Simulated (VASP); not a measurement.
# CdS (Fm-3m) in VASP: a series of runs

Runs on CdS. Level: r2SCAN+rVV10. Tasks: single point, relaxation of cell and atoms.

Program: VASP 6.6.1. These are calculated values, not measurements. Logs are shortened: lines on timing, memory, paths and dates and some standing lists are left out, and cuts for length are marked.

## 1. Starting point

It takes space group Fm-3m (No. 225, cubic). The conventional cell has a = 5.430 Å, b = 5.430 Å, c = 5.430 Å, α = 90.00°, β = 90.00°, γ = 90.00°. Around Cd (site symmetry m-3m) lie 6 S at 2.72 Å. S (site symmetry m-3m) has 6 Cd at 2.72 Å as nearest neighbours.

Measurements of this composition are mostly on another form, of space group No. 186.

## 2. Single point, r2SCAN+rVV10

POSCAR reads:

```
CdS
1.0
    0.0000000000      2.7150913898      2.7150913898
    2.7150913898      0.0000000000      2.7150913898
    2.7150913898      2.7150913898      0.0000000000
Cd S
1 1
Direct
    0.0000000000      0.0000000000      0.0000000000
    0.5000000000      0.5000000000      0.5000000000
```

INCAR.step1 reads:

```
SYSTEM = CdS
  PREC = Accurate
  ENCUT = 520
  ISMEAR = 0
  SIGMA = 0.02
  LREAL = .False.
  LASPH = .True.
  NELM = 100
  NBANDS = 16
  GGA = PE
  ALGO = Normal
  EDIFF = 1E-4
  LWAVE = .True.
  LCHARG = .False.
```

INCAR.step2 reads:

```
SYSTEM = CdS
  PREC = Accurate
  ENCUT = 520
  EDIFF = 1E-6
  ISMEAR = 0
  SIGMA = 0.02
  LREAL = .False.
  LASPH = .True.
  NELM = 100
  ALGO = Normal
  ISIF = 2
  LWAVE = .False.
  LCHARG = .False.
  METAGGA = R2SCAN
  LMIXTAU = .True.
  LUSE_VDW = .True.
  IVDW_NL = 2
  BPARAM = 11.95
  CPARAM = 0.0093
  NBANDS = 16
  ISTART = 1
```

KPOINTS reads:

```
Automatic mesh
0
Gamma
  8 8 8
  0 0 0
```

Potentials or basis: VASP PAW PBE potentials, release 64 (Cd, S).

The run is started by

```console
$ cat potpaw_PBE.64/Cd/POTCAR potpaw_PBE.64/S/POTCAR > POTCAR
$ cp INCAR.step1 INCAR
$ mpirun -np 1 vasp_std > vasp.out
$ cp INCAR.step2 INCAR
$ mpirun -np 1 vasp_std > vasp.out
```

OUTCAR:

```text
SYSTEM = CdS
   PREC = Accurate
   ENCUT = 520
   EDIFF = 1E-6
   ISMEAR = 0
   LREAL = .False.
   LASPH = .True.
   NELM = 100
   ISIF = 2
   METAGGA = R2SCAN
   IVDW_NL = 2
   BPARAM = 11.95
   ISTART = 1

 ion  position               nearest neighbor table
   1  0.000  0.000  0.000-   2 2.72   2 2.72   2 2.72   2 2.72   2 2.72   2 2.72
   2  0.500  0.500  0.500-   1 2.72   1 2.72   1 2.72   1 2.72   1 2.72   1 2.72

  LATTYP: Found a face centered cubic cell.
 ALAT       =     5.4301827796

  Lattice vectors:

 A1 = (   0.0000000000,   2.7150913898,   2.7150913898)
 A2 = (   2.7150913898,   0.0000000000,   2.7150913898)
 A3 = (   2.7150913898,   2.7150913898,   0.0000000000)

Analysis of symmetry for initial positions (statically):
=====================================================================
 Subroutine PRICEL returns:
 Original cell was already a primitive cell.

 Routine SETGRP: Setting up the symmetry group for a
 face centered cubic supercell.

 Subroutine GETGRP returns: Found 48 space group operations
 (whereof 48 operations were pure point group operations)
 out of a pool of 48 trial point group operations.

The static configuration has the point symmetry O_h .

Analysis of symmetry for dynamics (positions and initial velocities):
=====================================================================
 Subroutine PRICEL returns:
 Original cell was already a primitive cell.

 Routine SETGRP: Setting up the symmetry group for a
 face centered cubic supercell.

 Subroutine GETGRP returns: Found 48 space group operations
 (whereof 48 operations were pure point group operations)
 out of a pool of 48 trial point group operations.

The dynamic configuration has the point symmetry O_h .

 Subroutine INISYM returns: Found 48 space group operations
 (whereof 48 operations are pure point group operations),
 and found     1 'primitive' translations

----------------------------------------------------------------------------------------

                                     Primitive cell

  volume of cell :      40.0298

  direct lattice vectors                    reciprocal lattice vectors
     0.000000000  2.715091390  2.715091390    -0.184155864  0.184155864  0.184155864
     2.715091390  0.000000000  2.715091390     0.184155864 -0.184155864  0.184155864
     2.715091390  2.715091390  0.000000000     0.184155864  0.184155864 -0.184155864

  length of vectors
     3.839719067  3.839719067  3.839719067     0.318967312  0.318967312  0.318967312

  position of ions in fractional coordinates (direct lattice)
     0.000000000  0.000000000  0.000000000
     0.500000000  0.500000000  0.500000000

  ion indices of the primitive-cell ions
   primitive index   ion index
                 1           1
                 2           2

----------------------------------------------------------------------------------------

 KPOINTS: Automatic mesh

Automatic generation of k-mesh.
 Grid dimensions read from file:
 generate k-points for:    8    8    8

 Generating k-lattice:

  Cartesian coordinates                     Fractional coordinates (reciprocal lattice)
    -0.023019483  0.023019483  0.023019483     0.125000000  0.000000000  0.000000000
     0.023019483 -0.023019483  0.023019483     0.000000000  0.125000000  0.000000000
     0.023019483  0.023019483 -0.023019483     0.000000000  0.000000000  0.125000000

  Length of vectors
     0.039870914  0.039870914  0.039870914

  Shift w.r.t. Gamma in fractional coordinates (k-lattice)
     0.000000000  0.000000000  0.000000000

 Subroutine IBZKPT returns following result:
 ===========================================

 Found     29 irreducible k-points:

 Following reciprocal coordinates:
            Coordinates               Weight
  0.000000  0.000000  0.000000      1.000000
  0.125000  0.000000  0.000000      8.000000
  0.250000  0.000000  0.000000      8.000000
  0.375000  0.000000  0.000000      8.000000
  0.500000  0.000000  0.000000      4.000000
  0.125000  0.125000  0.000000      6.000000
[... 16 lines left out ...]
  0.500000  0.250000  0.125000     48.000000
 -0.375000  0.250000  0.125000     24.000000
 [... further k-points ...]
   k-points           NKPTS =     29   k-points in BZ     NKDIM =     29   number of bands    NBANDS=     16
   number of dos      NEDOS =    301   number of ions     NIONS =      2
   total plane-waves  NPLWV =  27000
   dimension x,y,z NGX =    30 NGY =   30 NGZ =   30
   dimension x,y,z NGXF=    60 NGYF=   60 NGZF=   60
   ions per type =               1   1
   NGX,Y,Z   is equivalent  to a cutoff of  12.99, 12.99, 12.99 a.u.
   NGXF,Y,Z  is equivalent  to a cutoff of  25.98, 25.98, 25.98 a.u.
 SYSTEM =  CdS
   PREC   = accura    normal or accurate (medium, high low for compatibility)
   ISTART =      1    job   : 0-new  1-cont  2-samecut
   ICHARG =      0    charge: 1-file 2-atom 10-const
   ISPIN  =      1    spin polarized calculation?
   LNONCOLLINEAR =      F non collinear calculations
   LSORBIT =      F    spin-orbit coupling
   LASPH  =      T    aspherical Exc in radial PAW
   ENCUT  =  520.0 eV  38.22 Ry    6.18 a.u.   7.14  7.14  7.14*2*pi/ulx,y,z
   NELM   =    100;   NELMIN=  2; NELMDL=  0     # of ELM steps
   EDIFF  = 0.1E-05   stopping-criterion for ELM
   LREAL  =      F    real-space projection
[... 7 lines left out ...]
   TEBEG  =    0.0;   TEEND  =   0.0 temperature during run
   PSTRESS=    0.0 pullay stress
   NELECT =      18.0000    total number of electrons
   NUPDOWN=      -1.0000    fix difference up-down
   EMIN   =  10.00;   EMAX   =-10.00  energy-range for DOS
   EFERMI =   0.00;   METHOD = LEGACY
   ISMEAR =     0;   SIGMA  =   0.02  broadening in eV -4-tet -1-fermi 0-gaus
   EFERMI_NEDOS =   21; number of points for ismear=-14 and -15
   IALGO  =     38    algorithm
   IMIX   =      4    mixing-type and parameters
     AMIX     =   0.40;   BMIX     =  1.00
     AMIX_MAG =   1.60;   BMIX_MAG =  1.00
  volume/ion in A,a.u.               =      20.01       135.07
  Fermi-wavevector in a.u.,A,eV,Ry     =   1.254213  2.370118 21.402640  1.573050
  Thomas-Fermi vector in A             =   2.388028
   LORBIT       =      0    0 simple, 1 ext, 2 COOP (PROOUT), +10 PAW based schemes
   METAGGA = R2SCAN    functional components
   LHFCALC =     F    Hartree Fock is set to
   AEXX    =    0.0000 exact exchange contribution
   IVDW_NL    =     2    kernel type
   BPARAM     =11.9500
   IVDW    =     0    specifies the selected vdW correction
   LEPSILON=     F    determine dielectric tensor
   LRPA    =     F    only Hartree local field effects (RPA)
 non-spin polarized calculation
 Gauss-broadening in eV      SIGMA  =   0.02
  energy-cutoff  :      520.00
  volume of cell :       40.03
 maximum number of plane-waves:      1090
 NGX is ok and might be reduce to    30
   NGX = 15   NGY = 15   NGZ = 15

 number of electron      18.0000000 magnetization

 Free energy of the ion-electron system (eV)
  ---------------------------------------------------
  ext. energy  EPLUGINS =         0.00000000
  ---------------------------------------------------
  free energy    TOTEN  =       -29.03795233 eV

  energy without entropy =      -29.03795233  energy(sigma->0) =      -29.03795233

 E-fermi :   2.9832     XC(G=0): -11.1188

 val. band max:        2.8732874035   @ k =   0.5000   0.0000   0.0000
 cond. band min:       3.5893029060   @ k =   0.5000   0.5000   0.0000
 fundamental gap:      0.7160155025
 Fermi energy:         2.9831725568

 k-point     1 :       0.0000    0.0000    0.0000
  band No.  band energies     occupation
      1     -10.5738      2.00000
      2      -4.9959      2.00000
      3      -4.9959      2.00000
      4      -4.9949      2.00000
      5      -4.9949      2.00000
      6      -4.9949      2.00000
[... 8 lines left out ...]
     15      15.3322      0.00000
     16      15.3322      0.00000

 k-point     2 :       0.1250    0.0000    0.0000
  band No.  band energies     occupation
      1     -10.4317      2.00000
      2      -5.0498      2.00000
      3      -5.0498      2.00000
      4      -5.0118      2.00000
      5      -4.9640      2.00000
      6      -4.9640      2.00000
[... 8 lines left out ...]
     15      13.8263      0.00000
     16      14.8306      0.00000

 k-point     3 :       0.2500    0.0000    0.0000
  band No.  band energies     occupation
      1     -10.0504      2.00000
      2      -5.1757      2.00000
      3      -5.1757      2.00000
      4      -5.0743      2.00000
      5      -4.8881      2.00000
      6      -4.8881      2.00000
[... 8 lines left out ...]
     15      14.3170      0.00000
     16      14.5199      0.00000

 k-point     4 :       0.3750    0.0000    0.0000
  band No.  band energies     occupation
      1      -9.5918      2.00000
      2      -5.2955      2.00000
      3      -5.2955      2.00000
      4      -5.1966      2.00000
      5      -4.8106      2.00000
      6      -4.8106      2.00000
[... 8 lines left out ...]
     15      15.6260      0.00000
     16      15.6260      0.00000

 k-point     5 :       0.5000    0.0000    0.0000
  band No.  band energies     occupation
      1      -9.3671      2.00000
      2      -5.3435      2.00000
      3      -5.3435      2.00000
      4      -5.2821      2.00000
      5      -4.7780      2.00000
      6      -4.7780      2.00000
[... 8 lines left out ...]
     15      16.5558      0.00000
     16      16.5558      0.00000

 k-point     6 :       0.1250    0.1250    0.0000
  band No.  band energies     occupation
      1     -10.3916      2.00000
      2      -5.1087      2.00000
      3      -5.0191      2.00000
      4      -4.9791      2.00000
      5      -4.9656      2.00000
      6      -4.9656      2.00000
[... 8 lines left out ...]
     15      15.9634      0.00000
     16      16.4552      0.00000

 k-point     7 :       0.2500    0.1250    0.0000
  band No.  band energies     occupation
      1     -10.1112      2.00000
      2      -5.2015      2.00000
      3      -5.0508      2.00000
      4      -5.0493      2.00000
      5      -4.9180      2.00000
      6      -4.8807      2.00000
[... 8 lines left out ...]
     15      15.5250      0.00000
     16      16.1498      0.00000

 k-point     8 :       0.3750    0.1250    0.0000
  band No.  band energies     occupation
      1      -9.7058      2.00000
      2      -5.2566      2.00000
      3      -5.1768      2.00000
      4      -5.1107      2.00000
      5      -4.8439      2.00000
      6      -4.8005      2.00000
[... 8 lines left out ...]
     15      16.2932      0.00000
     16      16.3319      0.00000

 k-point     9 :       0.5000    0.1250    0.0000
  band No.  band energies     occupation
      1      -9.4115      2.00000
      2      -5.2823      2.00000
      3      -5.2252      2.00000
      4      -5.2111      2.00000
      5      -4.7777      2.00000
      6      -4.7712      2.00000
[... 8 lines left out ...]
     15      16.7179      0.00000
     16      17.4573      0.00000
[... 172 lines left out ...]
 k-point    19 :       0.5000    0.3750    0.0000
  band No.  band energies     occupation
      1      -9.5917      2.00000
      2      -5.1378      2.00000
      3      -4.9521      2.00000
      4      -4.7765      2.00000
      5      -4.7277      2.00000
      6      -4.2366      2.00000
[... 8 lines left out ...]
     15      17.8204      0.00000
     16      18.7627      0.00000

 k-point    20 :      -0.3750    0.3750    0.0000
  band No.  band energies     occupation
      1      -9.4825      2.00000
      2      -5.1175      2.00000
      3      -5.0863      2.00000
      4      -4.8625      2.00000
      5      -4.7450      2.00000
      6      -4.2725      2.00000
[... 8 lines left out ...]
     15      16.4317      0.00000
     16      19.5808      0.00000

 k-point    21 :       0.5000    0.5000    0.0000
  band No.  band energies     occupation
      1      -9.6237      2.00000
      2      -5.1600      2.00000
      3      -4.8807      2.00000
      4      -4.7095      2.00000
      5      -4.7095      2.00000
      6      -3.9511      2.00000
[... 8 lines left out ...]
     15      18.0570      0.00000
     16      18.2413      0.00000

 k-point    22 :       0.3750    0.2500    0.1250
  band No.  band energies     occupation
      1      -9.8409      2.00000
      2      -5.2143      2.00000
      3      -5.1045      2.00000
      4      -5.0635      2.00000
      5      -4.8722      2.00000
      6      -4.7948      2.00000
[... 8 lines left out ...]
     15      16.7576      0.00000
     16      17.8120      0.00000

 k-point    23 :       0.5000    0.2500    0.1250
  band No.  band energies     occupation
      1      -9.5458      2.00000
      2      -5.2127      2.00000
      3      -5.1499      2.00000
      4      -5.0635      2.00000
      5      -4.8062      2.00000
      6      -4.7064      2.00000
[... 8 lines left out ...]
     15      17.3154      0.00000
     16      17.9309      0.00000

 k-point    24 :      -0.3750    0.2500    0.1250
  band No.  band energies     occupation
      1      -9.4151      2.00000
      2      -5.2581      2.00000
      3      -5.1088      2.00000
      4      -5.0593      2.00000
      5      -4.7671      2.00000
      6      -4.6658      2.00000
[... 8 lines left out ...]
     15      16.0777      0.00000
     16      18.2320      0.00000

 [... further k-points ...]

------------------------ aborting loop because EDIFF is reached ----------------------------------------

  FORCE on cell =-STRESS in cart. coord.  units (eV):
  Direction    XX          YY          ZZ          XY          YZ          ZX
  --------------------------------------------------------------------------------------
  -------------------------------------------------------------------------------------
  Total        0.1347611      0.1347611      0.1347611     -0.0000000      0.0000000      0.0000000
  in kB        5.3937628      5.3937628      5.3937628     -0.0000000      0.0000000      0.0000000
  external PRESSURE =       5.3937628 kB  Pullay stress =       0.0000000 kB

 VOLUME and BASIS-vectors are now :
 -----------------------------------------------------------------------------
  energy-cutoff  :      520.00
  volume of cell :       40.03
      direct lattice vectors                 reciprocal lattice vectors
     0.000000000  2.715091390  2.715091390    -0.184155864  0.184155864  0.184155864
     2.715091390  0.000000000  2.715091390     0.184155864 -0.184155864  0.184155864
     2.715091390  2.715091390  0.000000000     0.184155864  0.184155864 -0.184155864

 POSITION                                       TOTAL-FORCE (eV/Angst)
 -----------------------------------------------------------------------------------
      0.00000      0.00000      0.00000         0.000000     -0.000000      0.000000
      2.71509      2.71509      2.71509         0.000000      0.000000     -0.000000
 -----------------------------------------------------------------------------------
    total drift:                               -0.000000      0.000000      0.000000

  FREE ENERGIE OF THE ION-ELECTRON SYSTEM (eV)
  ---------------------------------------------------
  free  energy   TOTEN  =       -29.0379523281 eV

  energy  without entropy=      -29.0379523281  energy(sigma->0) =      -29.03795233
```

Wall time 79 s (1 thread of Intel Xeon 6975P-C (Granite Rapids), shared host); peak memory 0.29 GiB.

What came out:

```yaml
Free_energy: -29.0380 eV
Pressure: 0.5 GPa
Band_gap_on_the_k_mesh: 0.72 eV, indirect (least direct gap 2.42 eV)
```

Caveat: the PAW data sets were made with another functional, which shifts forces and pressure a little.

## 3. Relaxation of cell and atoms, r2SCAN+rVV10

This run uses another cell than the first one, of 20.87 Å³/atom, 1.043 times its volume.

POSCAR reads:

```
CdS
1.0
    0.0000000000      2.7532440000      2.7532440000
    2.7532440000      0.0000000000      2.7532440000
    2.7532440000      2.7532440000      0.0000000000
Cd S
1 1
Direct
    0.0000000000      0.0000000000      0.0000000000
    0.5000000000      0.5000000000      0.5000000000
```

INCAR.step1 reads:

```
PREC = Accurate
ENCUT = 600
ISMEAR = 0
SIGMA = 0.02
LREAL = F
LASPH = T
NELM = 100
GGA = PE
ALGO = Normal
EDIFF = 1E-4
LWAVE = T
LCHARG = F
```

INCAR.step2 reads:

```
PREC = Accurate
ENCUT = 600
EDIFF = 1E-6
ISMEAR = 0
SIGMA = 0.02
LREAL = F
LASPH = T
NELM = 100
ALGO = Normal
ISIF = 3
LWAVE = F
LCHARG = F
METAGGA = R2SCAN
LMIXTAU = T
LUSE_VDW = T
IVDW_NL = 2
BPARAM = 11.95
CPARAM = 0.0093
IBRION = 2
NSW = 100
EDIFFG = -0.002
ISTART = 1
```

KPOINTS reads:

```
regular mesh
0
Gamma
  8 8 8
```

Potentials or basis: VASP PAW PBE potentials, release 64 (Cd, S).

The run is started by

```console
$ cat potpaw_PBE.64/Cd/POTCAR potpaw_PBE.64/S/POTCAR > POTCAR
$ cp INCAR.step1 INCAR
$ mpirun -np 1 vasp_std > vasp.out
$ cp INCAR.step2 INCAR
$ mpirun -np 1 vasp_std > vasp.out
```

It took 3.3 min on 1 thread of Intel Xeon 6975P-C (Granite Rapids), shared host; peak memory 0.32 GiB.

Results (log left out):

| Quantity | Value |
| --- | --- |
| Free energy | -29.0394 eV |
| Relaxed volume | 20.13 Å³/atom |
| Relaxed cell | a = 3.847 Å, b = 3.847 Å, c = 3.847 Å, α = 60.00°, β = 60.00°, γ = 60.00° |
| Space group after relaxing (to 0.05 Å) | Fm-3m (No. 225) |
| Energy gained by relaxing | 6.9 meV/atom |
| Ionic steps | 3 |
| Pressure after relaxing | 0.0 GPa |
| Band gap on the k mesh | 0.72 eV, indirect (least direct gap 2.38 eV) |

The path:
```csv
step,energy change (eV),largest force (eV/Å),pressure (GPa),volume (Å³)
1,0.0000,0.0000,-2.87,41.74
2,-0.0101,0.0000,1.68,39.52
3,-0.0138,0.0000,0.01,40.26
```

Final structure:
```cif
data_structure
_symmetry_space_group_name_H-M 'P 1'
_symmetry_Int_Tables_number 1
_cell_length_a 3.8470
_cell_length_b 3.8470
_cell_length_c 3.8470
_cell_angle_alpha 60.000
_cell_angle_beta 60.000
_cell_angle_gamma 60.000
_cell_volume 40.26
loop_
_atom_site_label
_atom_site_type_symbol
_atom_site_fract_x
_atom_site_fract_y
_atom_site_fract_z
_atom_site_occupancy
Cd1 Cd 0.00000 0.00000 0.00000 1
S1 S 0.50000 0.50000 0.50000 1
```

Levels at points of the mesh, in eV from the valence-band top:
```tsv
k point	band 7	band 8	band 9	band 10	band 11	band 12
(0.00, 0.00, 0.00)	-0.79	-0.79	-0.79	1.59	9.70	9.70
(0.50, 0.00, 0.00)	-4.97	0.00	0.00	4.00	6.43	6.43
(0.50, 0.50, 0.00)	-4.43	-2.24	-2.24	0.72	6.36	10.80
```

Caveat: the PAW data sets were made with another functional, which shifts forces and pressure a little. r2SCAN opens gaps a little over a GGA but as a rule still falls short of measured ones.

(Continued in part 2 of 2.)
